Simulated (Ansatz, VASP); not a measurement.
**C in VASP and in Ansatz**

Contents of INCAR:

```
SYSTEM = C
PREC     = Accurate       ! precision mode
ENCUT    = 600            ! plane-wave cutoff, eV
EDIFF    = 1E-6           ! SCF threshold, eV
ISMEAR   = 0              ! smearing method
SIGMA    = 0.02           ! smearing width, eV
LREAL    = .FALSE.        ! projectors in reciprocal space
LASPH    = .TRUE.         ! aspherical terms in the spheres
NELM     = 60             ! most SCF steps
ALGO     = Normal         ! electronic algorithm
ISIF     = 3              ! what is computed and relaxed
LWAVE    = .FALSE.        ! write WAVECAR
LCHARG   = .FALSE.        ! write CHGCAR
GGA      = PS             ! functional
IBRION   = 2              ! ionic algorithm
NSW      = 100            ! ionic steps
EDIFFG   = -0.005         ! ionic threshold
```

Contents of KPOINTS:

```
regular mesh
0
G
  12 12 12
  0 0 0
```

Contents of POSCAR:

```
C
1.0
    0.0000000000      1.7834000000      1.7834000000
    1.7834000000      0.0000000000      1.7834000000
    1.7834000000      1.7834000000      0.0000000000
C
2
Direct
    0.5000000000      0.5000000000      0.5000000000
    0.7500000000      0.7500000000      0.7500000000
```

Input for Ansatz:

```yaml
crystal:
  lattice:
    - [0.0, 1.7834, 1.7834]
    - [1.7834, 0.0, 1.7834]
    - [1.7834, 1.7834, 0.0]
  atoms:
    - { symbol: C, position: [0.5, 0.5, 0.5] }
    - { symbol: C, position: [0.75, 0.75, 0.75] }
basis:
  ecutwfc: 420
kpoints:
  mp_grid: { grid: [12, 12, 12] }
hamiltonian:
  xc: pbesol
  pseudopotentials: { kind: paw, azcp: { folder: soft_1 } }
scf:
  occupations: { method: gaussian, width: 0.02 }
output:
  forces: true
  stress: true
  eigenvalues: true
relax:
  adjacent_minimum: "off"
  f_tol: 0.005
  max_steps: 80
  cell: { stress_tol: 0.05 }
```

This isn't the form of C at room conditions, which is graphite.

Alike in both runs: task relaxation of cell and atoms; functional PBEsol; k mesh 12 × 12 × 12; occupations gaussian, width 0.02 eV; no spin polarisation.

```csv
,VASP,Ansatz
version,VASP 6.6.1,Ansatz 0.2.0
potentials or method,"VASP PAW PBE potentials, release 64 (C)","scalar-relativistic, plane waves, PAW"
plane-wave cutoff (eV),600,420
valence electrons in the cell,8,8
```

Ansatz gave:

- gap on the k mesh at the Fermi level, each at its own relaxed structure (eV): 4.07
- relaxed volume (Å³/atom): 5.61
- relaxed cell length with the largest relative difference (Å): 2.513

Estimate VASP's values.

gap on the k mesh at the Fermi level, each at its own relaxed structure (eV): 4.06; relaxed volume (Å³/atom): 5.62; relaxed cell length with the largest relative difference (Å): 2.514.

Ansatz warned: «pseudo_functional_mismatch».

Caveats: the PAW data sets were made with another functional, which shifts forces and pressure a little (VASP).
